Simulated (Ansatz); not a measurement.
# InHgO2: the cost of one run

Computed with Ansatz 0.2.0 (DFT PBE, scalar-relativistic, plane waves, PAW, unless a step's input says otherwise).

### 1 The structure to begin with

The structure is tetragonal, space group P4/mmm (No. 123). The conventional cell has a = 4.437 Å, b = 4.437 Å, c = 3.234 Å, α = 90.00°, β = 90.00°, γ = 90.00°. In (site symmetry 4/mmm) is surrounded by 8 O at 2.74 Å. Hg (site symmetry 4/mmm) has 4 O at 2.22 Å as nearest neighbours. Around O (site symmetry mmm) lie 2 Hg at 2.22 Å and 4 In at 2.74 Å.

As a file:

```cif
data_structure
_symmetry_space_group_name_H-M 'P 1'
_symmetry_Int_Tables_number 1
_cell_length_a 4.4366
_cell_length_b 4.4366
_cell_length_c 3.2337
_cell_angle_alpha 90.000
_cell_angle_beta 90.000
_cell_angle_gamma 90.000
_cell_volume 63.65
loop_
_atom_site_label
_atom_site_type_symbol
_atom_site_fract_x
_atom_site_fract_y
_atom_site_fract_z
_atom_site_occupancy
In1 In 0.50000 0.50000 0.50000 1
Hg1 Hg 0.00000 0.00000 0.00000 1
O1 O 0.50000 0.00000 0.00000 1
O2 O 0.00000 0.50000 0.00000 1
```

It is the end of an earlier relaxation with the same method, from an invented guess; it needn't be the stable form of this composition. At a tolerance of 0.05 Å it has space group P4/mmm (No. 123); it has 15.91 Å³/atom, an uncorrected energy of -0.23 eV/atom over the elements.

### 2 Static run: bands, density of states and charges

Contents of input.yaml:

```yaml
crystal:
  lattice:
    - [4.4365832217, 0.0, 0.0]
    - [0.0, 4.4365832217, 0.0]
    - [0.0, 0.0, 3.2336996687]
  atoms:
    - { symbol: In, position: [0.5, 0.5, 0.5] }
    - { symbol: Hg, position: [0.0, 0.0, 0.0] }
    - { symbol: O, position: [0.5, 0.0, 0.0] }
    - { symbol: O, position: [0.0, 0.5, 0.0] }
basis:
  ecutwfc: 420
kpoints:
  mp_grid: { grid: [10, 10, 14] }
  band_path:
    path:
      - [[0.0, 0.0, 0.0], [0.0, 0.5, 0.0], [0.5, 0.5, 0.0], [0.0, 0.0, 0.0], [0.0, 0.0, 0.5], [0.0, 0.5, 0.5], [0.5, 0.5, 0.5], [0.0, 0.0, 0.5]]
      - [[0.0, 0.5, 0.0], [0.0, 0.5, 0.5]]
      - [[0.5, 0.5, 0.0], [0.5, 0.5, 0.5]]
    npoints: 14
hamiltonian:
  xc: pbe
scf:
  occupations: { method: gaussian, width: 0.1 }
  n_extra_bands: 10
output:
  forces: true
  stress: true
  eigenvalues: true
  populations: true
  dos: { projected: true, de: 0.02, nscf_kmesh: { grid: [12, 12, 17] } }
  bader: true
  write_density: true
  write_potential: true
  elf: true
  volumetric_format: npy
```

Launch:

```
> ansatz run input.yaml --threads 1 --pin off --max-ram 2048MiB --backend cpu --events-out ev --progress --plain --runs-dir out
```

Q: Estimate wall time and peak memory on 1 thread of Intel Xeon 6975P-C (Granite Rapids), shared host.

About 38 s, with a peak of 0.67 GiB.
